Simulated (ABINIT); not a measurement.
# KCl (Pm-3m) in ABINIT: settings compared, part 2 of 2

ABINIT 10.8.3 (patched build).

## 6. Equation of state, LDA

run.abi

```
ndtset 7
scalecart1 3*0.9795861087
scalecart2 3*0.9864848297
scalecart3 3*0.9932883884
scalecart4 3*1.0000000000
scalecart5 3*1.0066227096
scalecart6 3*1.0131594038
scalecart7 3*1.0196128224

pp_dirpath "./"
pseudos "K.LDA_PW-JTH.xml, Cl.LDA_PW-JTH.xml"

acell 3.839196 3.839196 3.839196 Angstrom
rprim
     1.0000000000     0.0000000000     0.0000000000
     0.0000000000     1.0000000000     0.0000000000
     0.0000000000     0.0000000000     1.0000000000
ntypat 2
znucl 19 17
natom 2
typat 1 2
xred
     0.0000000000     0.0000000000     0.0000000000
     0.5000000000     0.5000000000     0.5000000000

ecut 680.284656 eV
pawecutdg 47.0

kptopt 1
ngkpt 7 7 7
nshiftk 1
shiftk 0.0 0.0 0.0

ixc 7

nband 12
occopt 3
tsmear 0.05 eV

nstep 100
tolvrs 1.0e-9

iomode 3
prtwf 0
prtden 0
prteig 0
prtebands 0
enunit 2
```

Potentials or basis: JTH PAW LDA v2.0.

Run with:

```bash
$ mpirun --bind-to none -np 4 abinit run.abi > log 2>&1
```

run.abo:

```text
.Version 10.8.3 of ABINIT
 DATASET    1 : space group Pm -3 m (#221); Bravais cP (primitive cubic)
================================================================================
 Values of the parameters that define the memory need for DATASET  1.
     intxc =       0    ionmov =       0      iscf =      17    lmnmax =      13
     lnmax =       5     mgfft =      32  mpssoang =       3    mqgrid =    3001
     natom =       2  nloc_mem =       2    nspden =       1   nspinor =       1
    nsppol =       1      nsym =      48    n1xccc =       1    ntypat =       2
    occopt =       3   xclevel =       1
       mpw =        2170          nfft =       32768          nkpt =          20
Pmy_natom=         1
 PAW method is used; the additional fine FFT grid is defined by:
   mgfftf=        45    nfftf =     91125
================================================================================
================================================================================
[... 77 lines left out ...]
================================================================================
 Values of the parameters that define the memory need for DATASET  7.
     intxc =       0    ionmov =       0      iscf =      17    lmnmax =      13
     lnmax =       5     mgfft =      36  mpssoang =       3    mqgrid =    3001
     natom =       2  nloc_mem =       2    nspden =       1   nspinor =       1
    nsppol =       1      nsym =      48    n1xccc =       1    ntypat =       2
    occopt =       3   xclevel =       1
       mpw =        2437          nfft =       46656          nkpt =          20
Pmy_natom=         1
 PAW method is used; the additional fine FFT grid is defined by:
   mgfftf=        48    nfftf =    110592
================================================================================
================================================================================

--------------------------------------------------------------------------------
------------- Echo of variables that govern the present computation ------------
--------------------------------------------------------------------------------
 -outvars: echo values of preprocessed input variables --------
            acell      7.2550289837E+00  7.2550289837E+00  7.2550289837E+00 Bohr
              amu      3.90983000E+01  3.54527000E+01
             ecut      2.50000000E+01 Hartree
           enunit           2
              ixc           7
           jdtset        1    2    3    4    5    6    7
         kptrlatt        7    0    0      0    7    0      0    0    7
          kptrlen1     4.97484793E+01
          kptrlen2     5.00988322E+01
          kptrlen3     5.04443523E+01
          kptrlen4     5.07852029E+01
          kptrlen5     5.11215385E+01
          kptrlen6     5.14535059E+01
          kptrlen7     5.17812441E+01
            natom           2
            nband          12
           ndtset           7
            ngfft1         32      32      32
            ngfft2         36      36      36
            ngfft3         36      36      36
            ngfft4         36      36      36
            ngfft5         36      36      36
            ngfft6         36      36      36
            ngfft7         36      36      36
          ngfftdg1         45      45      45
          ngfftdg2         48      48      48
          ngfftdg3         48      48      48
          ngfftdg4         48      48      48
          ngfftdg5         48      48      48
          ngfftdg6         48      48      48
          ngfftdg7         48      48      48
             nkpt          20
            nstep         100
             nsym          48
           ntypat           2
           occopt           3
        pawecutdg      4.70000000E+01 Hartree
           prtden           0
[... 43 lines left out ...]
            xcart1     0.0000000000E+00  0.0000000000E+00  0.0000000000E+00
                       3.5534628053E+00  3.5534628053E+00  3.5534628053E+00
            xcart2     0.0000000000E+00  0.0000000000E+00  0.0000000000E+00
                       3.5784880157E+00  3.5784880157E+00  3.5784880157E+00
            xcart3     0.0000000000E+00  0.0000000000E+00  0.0000000000E+00
                       3.6031680235E+00  3.6031680235E+00  3.6031680235E+00
            xcart4     0.0000000000E+00  0.0000000000E+00  0.0000000000E+00
                       3.6275144918E+00  3.6275144918E+00  3.6275144918E+00
            xcart5     0.0000000000E+00  0.0000000000E+00  0.0000000000E+00
                       3.6515384669E+00  3.6515384669E+00  3.6515384669E+00
            xcart6     0.0000000000E+00  0.0000000000E+00  0.0000000000E+00
                       3.6752504198E+00  3.6752504198E+00  3.6752504198E+00
            xcart7     0.0000000000E+00  0.0000000000E+00  0.0000000000E+00
                       3.6986602893E+00  3.6986602893E+00  3.6986602893E+00
             xred      0.0000000000E+00  0.0000000000E+00  0.0000000000E+00
                       5.0000000000E-01  5.0000000000E-01  5.0000000000E-01
            znucl       19.00000   17.00000

================================================================================

 chkinp: Checking input parameters for consistency, jdtset=   1.

 chkinp: Checking input parameters for consistency, jdtset=   2.
[... 40 lines left out ...]
 getcut: wavevector=  0.0000  0.0000  0.0000  ngfft=  45  45  45
         ecut(hartree)=     47.000   => boxcut(ratio)=   2.00612

--- Pseudopotential description ------------------------------------------------
- pspini: atom type   1  psp file is ./K.LDA_PW-JTH.xml
 Pseudopotential format is: paw10
 basis_size (lnmax)=  5 (lmn_size= 13), orbitals=   0   0   1   1   2
 Spheres core radius: rc_sph= 2.10865939
 Shapefunction is SIN type: shapef(r)=[sin(pi*r/rshp)/(pi*r/rshp)]**2
 Radius for shape functions =  2.00653367
 Compensation charge density is not taken into account in XC energy/potential

- pspini: atom type   2  psp file is ./Cl.LDA_PW-JTH.xml
 Pseudopotential format is: paw10
 basis_size (lnmax)=  4 (lmn_size=  8), orbitals=   0   0   1   1
 Spheres core radius: rc_sph= 1.80364889
 Shapefunction is SIN type: shapef(r)=[sin(pi*r/rshp)/(pi*r/rshp)]**2
 Radius for shape functions =  1.25423680
 Compensation charge density is not taken into account in XC energy/potential

   2.72522197E+02                                ecore*ucvol(ha*bohr**3)
--------------------------------------------------------------------------------

================================================================================

--- !BeginCycle
iteration_state: {dtset: 1, }
solver: {iscf: 17, nstep: 100, nline: 4, wfoptalg: 10, }
tolerances: {tolvrs: 1.00E-09, }
...
[... 1299 lines left out ...]
-Cartesian components of stress tensor (GPa)         [Pressure= -3.7043E+00 GPa]
- sigma(1 1)=  3.70428076E+00  sigma(3 2)=  0.00000000E+00
- sigma(2 2)=  3.70428076E+00  sigma(3 1)=  0.00000000E+00
- sigma(3 3)=  3.70428076E+00  sigma(2 1)=  0.00000000E+00

== END DATASET(S) ==============================================================
================================================================================

 -outvars: echo values of variables after computation  --------
            acell      7.2550289837E+00  7.2550289837E+00  7.2550289837E+00 Bohr
           etotal1    -4.3863302476E+01
           etotal2    -4.3862688038E+01
           etotal3    -4.3861996392E+01
           etotal4    -4.3861223822E+01
           etotal5    -4.3860387535E+01
           etotal6    -4.3859499324E+01
           etotal7    -4.3858563939E+01
            fcart1    -0.0000000000E+00 -0.0000000000E+00 -0.0000000000E+00
                      -0.0000000000E+00 -0.0000000000E+00 -0.0000000000E+00
            fcart2    -0.0000000000E+00 -0.0000000000E+00 -0.0000000000E+00
                      -0.0000000000E+00 -0.0000000000E+00 -0.0000000000E+00
            fcart3    -0.0000000000E+00 -0.0000000000E+00 -0.0000000000E+00
                      -0.0000000000E+00 -0.0000000000E+00 -0.0000000000E+00
            fcart4    -0.0000000000E+00 -0.0000000000E+00 -0.0000000000E+00
                      -0.0000000000E+00 -0.0000000000E+00 -0.0000000000E+00
            fcart5    -0.0000000000E+00 -0.0000000000E+00 -0.0000000000E+00
                      -0.0000000000E+00 -0.0000000000E+00 -0.0000000000E+00
[... 38 lines left out ...]
                       0.0000000000E+00  0.0000000000E+00  0.0000000000E+00
           xangst1     0.0000000000E+00  0.0000000000E+00  0.0000000000E+00
                       1.8804115351E+00  1.8804115351E+00  1.8804115351E+00
           xangst2     0.0000000000E+00  0.0000000000E+00  0.0000000000E+00
                       1.8936543061E+00  1.8936543061E+00  1.8936543061E+00
           xangst3     0.0000000000E+00  0.0000000000E+00  0.0000000000E+00
                       1.9067144038E+00  1.9067144038E+00  1.9067144038E+00
           xangst4     0.0000000000E+00  0.0000000000E+00  0.0000000000E+00
                       1.9195980000E+00  1.9195980000E+00  1.9195980000E+00
           xangst5     0.0000000000E+00  0.0000000000E+00  0.0000000000E+00
                       1.9323109401E+00  1.9323109401E+00  1.9323109401E+00
           xangst6     0.0000000000E+00  0.0000000000E+00  0.0000000000E+00
                       1.9448587652E+00  1.9448587652E+00  1.9448587652E+00
           xangst7     0.0000000000E+00  0.0000000000E+00  0.0000000000E+00
                       1.9572467347E+00  1.9572467347E+00  1.9572467347E+00
             xred      0.0000000000E+00  0.0000000000E+00  0.0000000000E+00
                       5.0000000000E-01  5.0000000000E-01  5.0000000000E-01
 Calculation completed.
```

Wall time 47 s (4 MPI ranks of Intel Xeon Platinum 8488C (Sapphire Rapids), shared host); peak memory 0.48 GiB.

What came out:

```yaml
Equilibrium_volume: "24.24 Å³/atom (rough: see the caveat)"
Bulk_modulus: 30 GPa (rough)
```

Energy against volume, from the lowest point:
```csv
volume (Å³/atom),energy (meV/atom)
26.596,0.00
27.162,8.36
27.728,17.77
28.294,28.28
28.860,39.66
29.426,51.74
29.991,64.47
```

Caveat: pressures at fixed basis lie under the slope of the energies; the minimum lies outside the volumes run.

## 7. Equation of state, r2SCAN

Edit run.abi of step 6 so:

```diff
@@ -10,3 +10,3 @@
 pp_dirpath "./"
-pseudos "K.LDA_PW-JTH.xml, Cl.LDA_PW-JTH.xml"
+pseudos "K.GGA_PBE-JTH.xml, Cl.GGA_PBE-JTH.xml"
 
@@ -25,4 +25,4 @@
 
-ecut 680.284656 eV
-pawecutdg 47.0
+ecut 816.341587 eV
+pawecutdg 52.0
 
@@ -33,3 +33,5 @@
 
-ixc 7
+ixc -497498
+usekden 1
+pawxcdev 0
 
@@ -40,3 +42,3 @@
 nstep 100
-tolvrs 1.0e-9
+tolvrs 1.0e-7
```

Potentials or basis: JTH PAW PBE v2.0.

Run with:

```bash
$ mpirun --bind-to none -np 4 abinit run.abi > log 2>&1
```

run.abo:

```text
.Version 10.8.3 of ABINIT
 DATASET    1 : space group Pm -3 m (#221); Bravais cP (primitive cubic)
================================================================================
 Values of the parameters that define the memory need for DATASET  1.
     intxc =       0    ionmov =       0      iscf =      17    lmnmax =      13
     lnmax =       5     mgfft =      36  mpssoang =       3    mqgrid =    3001
     natom =       2  nloc_mem =       2    nspden =       1   nspinor =       1
    nsppol =       1      nsym =      48    n1xccc =       1    ntypat =       2
    occopt =       3   xclevel =       2
       mpw =        2849          nfft =       46656          nkpt =          20
Pmy_natom=         1
 PAW method is used; the additional fine FFT grid is defined by:
   mgfftf=        48    nfftf =    110592
================================================================================
================================================================================
[... 77 lines left out ...]
================================================================================
 Values of the parameters that define the memory need for DATASET  7.
     intxc =       0    ionmov =       0      iscf =      17    lmnmax =      13
     lnmax =       5     mgfft =      40  mpssoang =       3    mqgrid =    3001
     natom =       2  nloc_mem =       2    nspden =       1   nspinor =       1
    nsppol =       1      nsym =      48    n1xccc =       1    ntypat =       2
    occopt =       3   xclevel =       2
       mpw =        3191          nfft =       64000          nkpt =          20
Pmy_natom=         1
 PAW method is used; the additional fine FFT grid is defined by:
   mgfftf=        50    nfftf =    125000
================================================================================
================================================================================

--------------------------------------------------------------------------------
------------- Echo of variables that govern the present computation ------------
--------------------------------------------------------------------------------
 -outvars: echo values of preprocessed input variables --------
            acell      7.2550289837E+00  7.2550289837E+00  7.2550289837E+00 Bohr
              amu      3.90983000E+01  3.54527000E+01
             ecut      3.00000000E+01 Hartree
           enunit           2
              ixc     -497498
           jdtset        1    2    3    4    5    6    7
         kptrlatt        7    0    0      0    7    0      0    0    7
[... 1126 lines left out ...]
  Such a large boxcut is a waste : you could raise ecut
  e.g. ecut=   36.533887 Hartrees makes boxcut=2

 Fine grid specifications (used for densities):

 getcut: wavevector=  0.0000  0.0000  0.0000  ngfft=  48  48  48
         ecut(hartree)=     52.000   => boxcut(ratio)=   2.01167
--------------------------------------------------------------------------------
[... 351 lines left out ...]
-Cartesian components of stress tensor (GPa)         [Pressure= -1.8966E+00 GPa]
- sigma(1 1)=  1.89660513E+00  sigma(3 2)=  0.00000000E+00
- sigma(2 2)=  1.89660513E+00  sigma(3 1)=  0.00000000E+00
- sigma(3 3)=  1.89660513E+00  sigma(2 1)=  0.00000000E+00

== END DATASET(S) ==============================================================
================================================================================

 -outvars: echo values of variables after computation  --------
            acell      7.2550289837E+00  7.2550289837E+00  7.2550289837E+00 Bohr
           etotal1    -3.8488174222E+01
           etotal2    -3.8488192728E+01
           etotal3    -3.8488082862E+01
           etotal4    -3.8487864321E+01
           etotal5    -3.8487551540E+01
           etotal6    -3.8487156401E+01
           etotal7    -3.8486714724E+01
            fcart1    -0.0000000000E+00 -0.0000000000E+00 -0.0000000000E+00
                      -0.0000000000E+00 -0.0000000000E+00 -0.0000000000E+00
            fcart2    -0.0000000000E+00 -0.0000000000E+00 -0.0000000000E+00
                      -0.0000000000E+00 -0.0000000000E+00 -0.0000000000E+00
            fcart3    -0.0000000000E+00 -0.0000000000E+00 -0.0000000000E+00
                      -0.0000000000E+00 -0.0000000000E+00 -0.0000000000E+00
            fcart4    -0.0000000000E+00 -0.0000000000E+00 -0.0000000000E+00
                      -0.0000000000E+00 -0.0000000000E+00 -0.0000000000E+00
            fcart5    -0.0000000000E+00 -0.0000000000E+00 -0.0000000000E+00
                      -0.0000000000E+00 -0.0000000000E+00 -0.0000000000E+00
[... 38 lines left out ...]
                       0.0000000000E+00  0.0000000000E+00  0.0000000000E+00
           xangst1     0.0000000000E+00  0.0000000000E+00  0.0000000000E+00
                       1.8804115351E+00  1.8804115351E+00  1.8804115351E+00
           xangst2     0.0000000000E+00  0.0000000000E+00  0.0000000000E+00
                       1.8936543061E+00  1.8936543061E+00  1.8936543061E+00
           xangst3     0.0000000000E+00  0.0000000000E+00  0.0000000000E+00
                       1.9067144038E+00  1.9067144038E+00  1.9067144038E+00
           xangst4     0.0000000000E+00  0.0000000000E+00  0.0000000000E+00
                       1.9195980000E+00  1.9195980000E+00  1.9195980000E+00
           xangst5     0.0000000000E+00  0.0000000000E+00  0.0000000000E+00
                       1.9323109401E+00  1.9323109401E+00  1.9323109401E+00
           xangst6     0.0000000000E+00  0.0000000000E+00  0.0000000000E+00
                       1.9448587652E+00  1.9448587652E+00  1.9448587652E+00
           xangst7     0.0000000000E+00  0.0000000000E+00  0.0000000000E+00
                       1.9572467347E+00  1.9572467347E+00  1.9572467347E+00
             xred      0.0000000000E+00  0.0000000000E+00  0.0000000000E+00
                       5.0000000000E-01  5.0000000000E-01  5.0000000000E-01
 Calculation completed.
```

Wall time 3.4 min (4 MPI ranks of Intel Xeon Platinum 8488C (Sapphire Rapids), shared host); peak memory 0.72 GiB.

What came out:

```
Equilibrium volume : 26.96 Å³/atom (rough: see the caveat)
Bulk modulus       : 26 GPa (rough)
```

Energy against volume, from the lowest point:
| volume (Å³/atom) | energy (meV/atom) |
| --- | --- |
| 26.596 | 0.25 |
| 27.162 | 0.00 |
| 27.728 | 1.49 |
| 28.294 | 4.47 |
| 28.860 | 8.72 |
| 29.426 | 14.10 |
| 29.991 | 20.11 |

Caveat: pressures at fixed basis lie under the slope of the energies; the fit is doubtful: noisy points or a state that changes with volume; the PAW data sets were made with another functional, which shifts forces and pressure a little.

## 8. The reference run

An earlier run on the cell as given: functional PBEsol; potentials or basis PseudoDojo NC SR PBEsol v0.4.1 standard; cutoff 1007 eV; k mesh 7 × 7 × 7; occupations fermi-dirac, width 0.05 eV; no spin polarisation.

* Pressure: -1.5 GPa
* Band gap on the k mesh: 4.64 eV, indirect (least direct gap 4.83 eV)
* Valence electrons inside the program's atomic spheres: K 6.91; Cl 5.03

## 9. Summary

```tsv
task	level	potentials or basis	cutoff (eV)	fine-grid cutoff	gap on the mesh (eV)	pressure (GPa)
band structure	PBEsol	PseudoDojo NC SR PBEsol v0.4.1 standard	1007	-	4.64	-1.5
band structure	LDA	JTH PAW LDA v2.0	680	1278.94 eV	4.38	-3.1
band structure	r2SCAN	JTH PAW PBE v2.0	816	1414.99 eV	5.57	-1.1
band structure	TB-mBJ	JTH PAW LDA v2.0	816	1414.99 eV	8.02	-
equation of state	LDA	JTH PAW LDA v2.0	680	1278.94 eV	-	-
equation of state	r2SCAN	JTH PAW PBE v2.0	816	1414.99 eV	-	-
single point	PBEsol	PseudoDojo NC SR PBEsol v0.4.1 standard	1007	-	4.64	-1.5
```

Alike in all rows: no spin polarisation; cell as given; k mesh 7 × 7 × 7; smearing fermi-dirac 0.05 eV.

Caveats: the PAW data sets were made with another functional, which shifts forces and pressure a little (some runs); pressures at fixed basis lie under the slope of the energies (some runs); the constant c of TB-mBJ comes from the pseudo density here, which moves gaps by up to 0.3 eV between sets of potentials (some runs); the minimum lies outside the volumes run (some runs); the fit is doubtful: noisy points or a state that changes with volume (some runs); an odd mesh through Γ misses points on the zone boundary, where band edges often lie (some runs).

Total energies depend on the potentials used, so only differences within one code and one set of settings carry meaning.
